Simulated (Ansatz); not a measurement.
Cu Kα1 powder pattern (kinematic, no thermal factors).
2θ (°) (relative intensity): 26.13 (3), 31.92 (18), 41.70 (100), 46.10 (91), 57.16 (19), 63.89 (25), 66.72 (9), 82.33 (23), 84.92 (26), 85.39 (13)

The pattern is computed from a structure relaxed with DFT PBE, scalar-relativistic, plane waves, PAW in Ansatz. No spin polarisation. Its elements are Co, Ti.

Task: Give the structure.

Result: TiCo₂.
Space group P6/mmm (No. 191). a = 3.935 Å, b = 3.935 Å, c = 2.802 Å, α = 90.00°, β = 90.00°, γ = 120.00°
```
atom  site  symmetry       x       y       z
  Ti    1a     6/mmm  0.0000  0.0000  0.0000
  Co    2d      -6m2  0.3333  0.6667  0.5000
```

A pattern alone doesn't exclude other cells with like lines; this is the one computed.

The cell was found from a structure generator's guess, not taken from experiment.
